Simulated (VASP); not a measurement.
# Zn (Im-3m) in VASP: a series of runs

The runs below take Zn through single point, relaxation of cell and atoms, with PBE.

All numbers are computed with VASP 6.6.1; they aren't measurements. Logs are shortened: lines on timing, memory, paths and dates and some standing lists are left out, and cuts for length are marked.

### 1 Starting point

Symmetry: Im-3m, No. 229, cubic system. The conventional cell has a = 3.132 Å, b = 3.132 Å, c = 3.132 Å, α = 90.00°, β = 90.00°, γ = 90.00°. Zn (site symmetry m-3m) is surrounded by 8 Zn at 2.71 Å.

This isn't the form of Zn at room conditions, which is hcp.

### 2 Single point, PBE

The input, INCAR:

```
PREC = Accurate
ENCUT = 520
EDIFF = 1E-6
ISMEAR = 0
SIGMA = 0.1
LREAL = False
LASPH = True
NELM = 100
ALGO = Normal
ISIF = 2
LWAVE = False
LCHARG = False
GGA = PE
NBANDS = 12
```

The input, KPOINTS:

```
Automatic mesh
0
Gamma
  18 18 18
```

The input, POSCAR:

```
Zn
1.0
   -1.5659980218      1.5659980218      1.5659980218
    1.5659980218     -1.5659980218      1.5659980218
    1.5659980218      1.5659980218     -1.5659980218
Zn
1
Direct
    0.0000000000      0.0000000000      0.0000000000
```

Potentials or basis: VASP PAW PBE potentials, release 64 (Zn).

Run with:

```console
cat potpaw_PBE.64/Zn/POTCAR > POTCAR
mpirun -np 1 vasp_std > vasp.out
```

OUTCAR:

```text
PREC = Accurate
   ENCUT = 520
   EDIFF = 1E-6
   ISMEAR = 0
   LREAL = False
   LASPH = True
   NELM = 100
   ISIF = 2
   GGA = PE

 ion  position               nearest neighbor table
   1  0.000  0.000  0.000-

  LATTYP: Found a body centered cubic cell.
 ALAT       =     3.1319960436

  Lattice vectors:

 A1 = (  -1.5659980218,   1.5659980218,   1.5659980218)
 A2 = (   1.5659980218,  -1.5659980218,   1.5659980218)
 A3 = (   1.5659980218,   1.5659980218,  -1.5659980218)

Analysis of symmetry for initial positions (statically):
=====================================================================
 Subroutine PRICEL returns:
 Original cell was already a primitive cell.

 Routine SETGRP: Setting up the symmetry group for a
 body centered cubic supercell.

 Subroutine GETGRP returns: Found 48 space group operations
 (whereof 48 operations were pure point group operations)
 out of a pool of 48 trial point group operations.

The static configuration has the point symmetry O_h .

Analysis of symmetry for dynamics (positions and initial velocities):
=====================================================================
 Subroutine PRICEL returns:
 Original cell was already a primitive cell.

 Routine SETGRP: Setting up the symmetry group for a
 body centered cubic supercell.

 Subroutine GETGRP returns: Found 48 space group operations
 (whereof 48 operations were pure point group operations)
 out of a pool of 48 trial point group operations.

The dynamic configuration has the point symmetry O_h .

 Subroutine INISYM returns: Found 48 space group operations
 (whereof 48 operations are pure point group operations),
 and found     1 'primitive' translations

----------------------------------------------------------------------------------------

                                     Primitive cell

  volume of cell :      15.3615

  direct lattice vectors                    reciprocal lattice vectors
    -1.565998022  1.565998022  1.565998022     0.000000000  0.319285205  0.319285205
     1.565998022 -1.565998022  1.565998022     0.319285205  0.000000000  0.319285205
     1.565998022  1.565998022 -1.565998022     0.319285205  0.319285205  0.000000000

  length of vectors
     2.712388138  2.712388138  2.712388138     0.451537468  0.451537468  0.451537468

  position of ions in fractional coordinates (direct lattice)
     0.000000000  0.000000000  0.000000000

  ion indices of the primitive-cell ions
   primitive index   ion index
                 1           1

----------------------------------------------------------------------------------------

 KPOINTS: Automatic mesh

Automatic generation of k-mesh.
 Grid dimensions read from file:
 generate k-points for:   18   18   18

 Generating k-lattice:

  Cartesian coordinates                     Fractional coordinates (reciprocal lattice)
     0.000000000  0.017738067  0.017738067     0.055555556  0.000000000  0.000000000
     0.017738067  0.000000000  0.017738067     0.000000000  0.055555556  0.000000000
     0.017738067  0.017738067  0.000000000     0.000000000  0.000000000  0.055555556

  Length of vectors
     0.025085415  0.025085415  0.025085415

  Shift w.r.t. Gamma in fractional coordinates (k-lattice)
     0.000000000  0.000000000  0.000000000

 Subroutine IBZKPT returns following result:
 ===========================================

 Found    195 irreducible k-points:

 Following reciprocal coordinates:
            Coordinates               Weight
  0.000000  0.000000  0.000000      1.000000
  0.055556  0.000000  0.000000     12.000000
  0.111111  0.000000  0.000000     12.000000
  0.166667  0.000000  0.000000     12.000000
  0.222222  0.000000  0.000000     12.000000
  0.277778  0.000000  0.000000     12.000000
[... 16 lines left out ...]
  0.333333  0.111111  0.000000     48.000000
  0.388889  0.111111  0.000000     48.000000
 [... further k-points ...]
   k-points           NKPTS =    195   k-points in BZ     NKDIM =    195   number of bands    NBANDS=     12
   number of dos      NEDOS =    301   number of ions     NIONS =      1
   total plane-waves  NPLWV =   8000
   dimension x,y,z NGX =    20 NGY =   20 NGZ =   20
   dimension x,y,z NGXF=    40 NGYF=   40 NGZF=   40
   ions per type =               1
   NGX,Y,Z   is equivalent  to a cutoff of  12.26, 12.26, 12.26 a.u.
   NGXF,Y,Z  is equivalent  to a cutoff of  24.52, 24.52, 24.52 a.u.
 SYSTEM =  unknown system
   PREC   = accura    normal or accurate (medium, high low for compatibility)
   ISTART =      0    job   : 0-new  1-cont  2-samecut
   ICHARG =      2    charge: 1-file 2-atom 10-const
   ISPIN  =      1    spin polarized calculation?
   LNONCOLLINEAR =      F non collinear calculations
   LSORBIT =      F    spin-orbit coupling
   LASPH  =      T    aspherical Exc in radial PAW
   ENCUT  =  520.0 eV  38.22 Ry    6.18 a.u.   5.04  5.04  5.04*2*pi/ulx,y,z
   NELM   =    100;   NELMIN=  2; NELMDL= -5     # of ELM steps
   EDIFF  = 0.1E-05   stopping-criterion for ELM
   LREAL  =      F    real-space projection
   EDIFFG = 0.1E-04   stopping-criterion for IOM
   NSW    =      0    number of steps for IOM
   IBRION =     -1    ionic relax: 0-MD 1-quasi-New 2-CG
   NFREE  =      0    steps in history (QN), initial steepest desc. (CG)
   ISIF   =      2    stress and relaxation
   ISYM   =      2    0-nonsym 1-usesym 2-fastsym
   POTIM  = 0.5000    time-step for ionic-motion
   TEBEG  =    0.0;   TEEND  =   0.0 temperature during run
   PSTRESS=    0.0 pullay stress
   NELECT =      12.0000    total number of electrons
   NUPDOWN=      -1.0000    fix difference up-down
   EMIN   =  10.00;   EMAX   =-10.00  energy-range for DOS
   EFERMI =   0.00;   METHOD = LEGACY
   ISMEAR =     0;   SIGMA  =   0.10  broadening in eV -4-tet -1-fermi 0-gaus
   EFERMI_NEDOS =   21; number of points for ismear=-14 and -15
   IALGO  =     38    algorithm
   IMIX   =      4    mixing-type and parameters
     AMIX     =   0.40;   BMIX     =  1.00
     AMIX_MAG =   1.60;   BMIX_MAG =  1.00
  volume/ion in A,a.u.               =      15.36       103.66
  Fermi-wavevector in a.u.,A,eV,Ry     =   1.507732  2.849200 30.929507  2.273255
  Thomas-Fermi vector in A             =   2.618279
   LORBIT       =      0    0 simple, 1 ext, 2 COOP (PROOUT), +10 PAW based schemes
   GGA     = PE    functional components
   LHFCALC =     F    Hartree Fock is set to
   AEXX    =    0.0000 exact exchange contribution
   IVDW    =     0    specifies the selected vdW correction
   LEPSILON=     F    determine dielectric tensor
   LRPA    =     F    only Hartree local field effects (RPA)
 non-spin polarized calculation
 Gauss-broadening in eV      SIGMA  =   0.10
  energy-cutoff  :      520.00
  volume of cell :       15.36
 maximum number of plane-waves:       430
   NGX =  9   NGY =  9   NGZ =  9

 number of electron      12.0000024 magnetization

 Free energy of the ion-electron system (eV)
  ---------------------------------------------------
  ext. energy  EPLUGINS =         0.00000000
  ---------------------------------------------------
  free energy    TOTEN  =        -1.02332954 eV

  energy without entropy =       -1.02199814  energy(sigma->0) =       -1.02266384

 E-fermi :   3.1176     XC(G=0): -11.5141

 val. band max:        3.0770512361   @ k =   0.3889   0.1667   0.0000
 cond. band min:       3.1339485058   @ k =   0.2778   0.2778   0.1111
 fundamental gap:      0.0568972697
 Fermi energy:         3.1175891373

 k-point     1 :       0.0000    0.0000    0.0000
  band No.  band energies     occupation
      1      -7.2540      2.00000
      2      -4.6422      2.00000
      3      -4.6422      2.00000
      4      -4.6422      2.00000
      5      -4.1407      2.00000
      6      -4.1407      2.00000
      7      22.1879      0.00000
      8      22.1879      0.00000
      9      22.1879      0.00000
     10      23.8925      0.00000
     11      23.8925      0.00000
     12      23.8925      0.00000

 k-point     2 :       0.0556    0.0000    0.0000
  band No.  band energies     occupation
      1      -7.1561      2.00000
      2      -4.6514      2.00000
      3      -4.6400      2.00000
      4      -4.6191      2.00000
      5      -4.1495      2.00000
      6      -4.1401      2.00000
      7      20.7481      0.00000
      8      21.4272      0.00000
      9      21.7465      0.00000
     10      22.9262      0.00000
     11      23.1100      0.00000
     12      23.6534      0.00000

 k-point     3 :       0.1111    0.0000    0.0000
  band No.  band energies     occupation
      1      -6.8668      2.00000
      2      -4.6779      2.00000
      3      -4.6325      2.00000
      4      -4.5521      2.00000
      5      -4.1716      2.00000
      6      -4.1384      2.00000
      7      17.9969      0.00000
      8      20.0777      0.00000
      9      20.6678      0.00000
     10      22.0196      0.00000
     11      22.2377      0.00000
     12      23.7775      0.00000
[... 286 lines left out ...]
 k-point    23 :       0.3333    0.1111    0.0000
  band No.  band energies     occupation
      1      -5.1647      2.00000
      2      -4.8836      2.00000
      3      -4.2188      2.00000
      4      -4.1731      2.00000
      5      -4.0070      2.00000
      6      -1.5902      2.00000
      7       5.6132      0.00000
      8      12.2310      0.00000
      9      15.2902      0.00000
     10      20.2623      0.00000
     11      23.1282      0.00000
     12      26.4446      0.00000

 k-point    24 :       0.3889    0.1111    0.0000
  band No.  band energies     occupation
      1      -5.1902      2.00000
      2      -4.9081      2.00000
      3      -4.1913      2.00000
      4      -4.1633      2.00000
      5      -3.9320      2.00000
      6      -0.1900      2.00000
      7       3.6264      0.00000
      8      11.9099      0.00000
      9      14.9761      0.00000
     10      20.0578      0.00000
     11      22.9759      0.00000
     12      27.6920      0.00000

 [... further k-points ...]

------------------------ aborting loop because EDIFF is reached ----------------------------------------

  FORCE on cell =-STRESS in cart. coord.  units (eV):
  Direction    XX          YY          ZZ          XY          YZ          ZX
  --------------------------------------------------------------------------------------
  -------------------------------------------------------------------------------------
  Total        0.0333154      0.0333154      0.0333154      0.0000000     -0.0000000     -0.0000000
  in kB        3.4747337      3.4747337      3.4747337      0.0000000     -0.0000000     -0.0000000
  external PRESSURE =       3.4747337 kB  Pullay stress =       0.0000000 kB

 VOLUME and BASIS-vectors are now :
 -----------------------------------------------------------------------------
  energy-cutoff  :      520.00
  volume of cell :       15.36
      direct lattice vectors                 reciprocal lattice vectors
    -1.565998022  1.565998022  1.565998022     0.000000000  0.319285205  0.319285205
     1.565998022 -1.565998022  1.565998022     0.319285205  0.000000000  0.319285205
     1.565998022  1.565998022 -1.565998022     0.319285205  0.319285205  0.000000000

 POSITION                                       TOTAL-FORCE (eV/Angst)
 -----------------------------------------------------------------------------------
      0.00000      0.00000      0.00000         0.000000     -0.000000     -0.000000
 -----------------------------------------------------------------------------------
    total drift:                                0.000000     -0.000000      0.000000

  FREE ENERGIE OF THE ION-ELECTRON SYSTEM (eV)
  ---------------------------------------------------
  free  energy   TOTEN  =        -1.0233295420 eV

  energy  without entropy=       -1.0219981378  energy(sigma->0) =       -1.02266384
```

Wall time 16 s (1 thread of AMD EPYC 7R43 (Zen 3), shared host); peak memory 0.12 GiB.

Results:

```yaml
Free_energy: -1.0233 eV
Pressure: 0.3 GPa
Band_gap_on_the_k_mesh: none (metal or under the smearing width)
```

### 3 Relaxation of cell and atoms, PBE

This run uses another cell than the first one, of 15.45 Å³/atom, 1.006 times its volume.

The input, INCAR:

```
SYSTEM = Zn
PREC = Accurate
ENCUT = 600
EDIFF = 1E-6
ISMEAR = 0
SIGMA = 0.1
LREAL = .FALSE.
LASPH = .TRUE.
NELM = 100
ALGO = Normal
ISIF = 3
LWAVE = .FALSE.
LCHARG = .FALSE.
GGA = PE
IBRION = 2
NSW = 100
EDIFFG = -0.005
```

The input, KPOINTS:

```
Automatic mesh
0
G
  18 18 18
  0 0 0
```

The input, POSCAR:

```
Zn
1.0
   -1.5690370000      1.5690370000      1.5690370000
    1.5690370000     -1.5690370000      1.5690370000
    1.5690370000      1.5690370000     -1.5690370000
Zn
1
Direct
    0.0000000000      0.0000000000      0.0000000000
```

Potentials or basis: VASP PAW PBE potentials, release 64 (Zn).

Run with:

```console
cat potpaw_PBE.64/Zn/POTCAR > POTCAR
mpirun -np 1 vasp_std > vasp.out
```

It took 38 s on 1 thread of AMD EPYC 7R43 (Zen 3), shared host; peak memory 0.14 GiB.

Results (log left out):

- Free energy: -1.0231 eV
- Relaxed volume: 15.43 Å³/atom
- Relaxed cell: a = 2.716 Å, b = 2.716 Å, c = 2.716 Å, α = 109.47°, β = 109.47°, γ = 109.47°
- Space group after relaxing (to 0.05 Å): Im-3m (No. 229)
- Energy gained by relaxing: 0.0 meV/atom
- Ionic steps: 3
- Pressure after relaxing: 0.0 GPa
- Band gap on the k mesh: none (metal or under the smearing width)

Final structure:
```
Zn
1.0
    -1.56816    1.56816    1.56816
     1.56816   -1.56816    1.56816
     1.56816    1.56816   -1.56816
Zn
1
Cartesian
  0.0000 0.0000 0.0000
```

Levels at points of the mesh, in eV from the Fermi level:
```tsv
k point	band 2	band 3	band 4	band 5	band 6	band 7	band 8	band 9	band 10
(0.00, 0.00, 0.00)	-7.74	-7.74	-7.74	-7.25	-7.25	19.00	19.00	19.00	20.74
(0.50, 0.00, 0.00)	-8.04	-7.27	-7.22	-6.91	-2.64	-0.98	11.30	12.69	15.29
(0.50, 0.50, 0.50)	-8.29	-6.99	-6.99	-6.99	4.20	4.20	4.20	7.48	8.56
```
